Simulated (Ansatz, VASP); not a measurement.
## BeTe: VASP beside Ansatz

File INCAR:

```
SYSTEM = BeTe
PREC = Accurate
ENCUT = 520
EDIFF = 1E-6
ISMEAR = -1
SIGMA = 0.05
LREAL = .False.
LASPH = .True.
NELM = 80
ALGO = Normal
ISIF = 2
LWAVE = .False.
LCHARG = .False.
MAGMOM = 0 0 0 0 0 0
LORBIT = 11
LSORBIT = .True.
GGA_COMPAT = .False.
GGA = PE
```

The input KPOINTS:

```
regular mesh
0
Gamma
  6 6 6
  0 0 0
```

The input POSCAR:

```
BeTe
1.0
    0.0000000000      2.7700000000      2.7700000000
    2.7700000000      0.0000000000      2.7700000000
    2.7700000000      2.7700000000      0.0000000000
Te Be
1 1
Direct
    0.7500000000      0.7500000000      0.7500000000
    0.0000000000      0.0000000000      0.0000000000
```

File KPOINTS_OPT:

```
path GXWKGLUWLK,UX
10
line-mode
reciprocal
 0.0000000000  0.0000000000  0.0000000000  G
 0.5000000000  0.0000000000  0.5000000000  X

 0.5000000000  0.0000000000  0.5000000000  X
 0.5000000000  0.2500000000  0.7500000000  W

 0.5000000000  0.2500000000  0.7500000000  W
 0.3750000000  0.3750000000  0.7500000000  K

 0.3750000000  0.3750000000  0.7500000000  K
 0.0000000000  0.0000000000  0.0000000000  G

 0.0000000000  0.0000000000  0.0000000000  G
 0.5000000000  0.5000000000  0.5000000000  L

 0.5000000000  0.5000000000  0.5000000000  L
 0.6250000000  0.2500000000  0.6250000000  U

 0.6250000000  0.2500000000  0.6250000000  U
 0.5000000000  0.2500000000  0.7500000000  W

 0.5000000000  0.2500000000  0.7500000000  W
 0.5000000000  0.5000000000  0.5000000000  L

 0.5000000000  0.5000000000  0.5000000000  L
 0.3750000000  0.3750000000  0.7500000000  K

 0.6250000000  0.2500000000  0.6250000000  U
 0.5000000000  0.0000000000  0.5000000000  X
```

The input input.yaml:

```yaml
crystal:
  lattice:
    - [0.0, 2.77, 2.77]
    - [2.77, 0.0, 2.77]
    - [2.77, 2.77, 0.0]
  atoms:
    - { symbol: Te, position: [0.75, 0.75, 0.75] }
    - { symbol: Be, position: [0.0, 0.0, 0.0] }
hamiltonian:
  xc: pbe
  pseudopotentials: { kind: paw_fr }
magnetization:
  noncollinear: true
  spin_orbit: true
kpoints:
  mp_grid: { grid: [6, 6, 6] }
  band_path:
    path:
      - [[0.0, 0.0, 0.0], [0.5, 0.0, 0.5], [0.5, 0.25, 0.75], [0.375, 0.375, 0.75], [0.0, 0.0, 0.0], [0.5, 0.5, 0.5], [0.625, 0.25, 0.625], [0.5, 0.25, 0.75], [0.5, 0.5, 0.5], [0.375, 0.375, 0.75]]
      - [[0.625, 0.25, 0.625], [0.5, 0.0, 0.5]]
    npoints: 14
scf:
  occupations: { method: fermi_dirac, width: 0.05 }
  n_extra_bands: 6
output:
  forces: true
  stress: true
  eigenvalues: true
  fatbands: false
  write_density: true
  write_potential: true
  elf: true
  volumetric_format: npy
```

Alike in both runs: task band structure; functional PBE; k mesh 6 × 6 × 6; occupations fermi-dirac, width 0.05 eV; spin-orbit coupling, no magnetisation.

|  | VASP | Ansatz |
| --- | --- | --- |
| version | VASP 6.6.1 | Ansatz 0.2.0 |
| potentials or method | VASP PAW PBE potentials, release 64 (Te, Be) | Ansatz PAW |
| plane-wave cutoff (eV) | 520 | 420 |
| valence electrons in the cell | 8 | 18 |

```csv
,VASP,Ansatz,Ansatz less VASP
gap on the k mesh at the Fermi level (eV),1.55,1.57,+0.016
least direct gap on the mesh (eV),3.24,3.25,+0.013
gap along the band path (eV),1.55,1.57,+0.016
pressure (GPa),4.6,4.3,-0.22
```

The two sets of potentials don't hold the same shells in valence.
